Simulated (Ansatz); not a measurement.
# C under changes of volume

One of the cells (9.153 Å³/atom); the others are scaled copies at fixed shape and fractional positions:

```
C
1.0
     2.12732   -1.22828    0.00000
     2.12732    1.22828    0.00000
    -1.37907    0.00000    3.50283
C
2
Direct
  0.16664 0.16664 0.99991
  0.83336 0.83336 0.00009
```

This is a stacking variant of graphite.

```yaml
Program: Ansatz 0.2.0
Functional: PBE0
Potentials_or_basis: Ansatz PAW
Cutoff: "420 eV (not typed: the program's choice for these potentials)"
k_mesh: 8 × 8 × 4
Occupations: fermi-dirac, width 0.05 eV
Spin: no spin polarisation
```

```csv
volume (Å³/atom),energy over the lowest point (meV/atom),pressure (GPa),gap on the mesh (eV)
8.604,24.22,17.0,2.71
8.787,8.81,10.1,2.69
8.970,0.97,3.8,2.66
9.153,0.00,-2.0,2.63
9.336,5.38,-7.3,2.61
9.519,?,?,?
9.702,32.90,-16.5,2.56
```

Q: What does the run at 9.519 Å³/atom give?

A: Energy over the lowest point 16.52 meV/atom; pressure -12.1 GPa; gap on the mesh 2.58 eV.

Worked out: A Birch-Murnaghan fit of order 3 (a polynomial in V^(-2/3)) to the other rows has its minimum at 9.09 Å³/atom with B0 = V·E''(V) = 283 GPa and B' = 3.5 at fixed shape and positions, which overstates the stiffness. It gives 16.50 meV/atom at 9.519 Å³/atom, against the run's 16.52, and -dE/dV = -12.1 GPa, against -12.1. A straight line through the other rows of the gap, of slope -1.27 eV per unit of ln V (its deformation potential), gives 2.58 eV, against the run's 2.58.

Energies are extrapolated to zero smearing.

Caveats: all runs use coarse meshes; this functional lacks dispersion, which binds the layers, so the pressure and a relaxed spacing across them are unreliable; the PAW data sets come from PBE, with cores solved anew for the run's functional, which leaves a small shift of forces and pressure; the thresholds are loose for stress.

A mesh can miss the band edges.
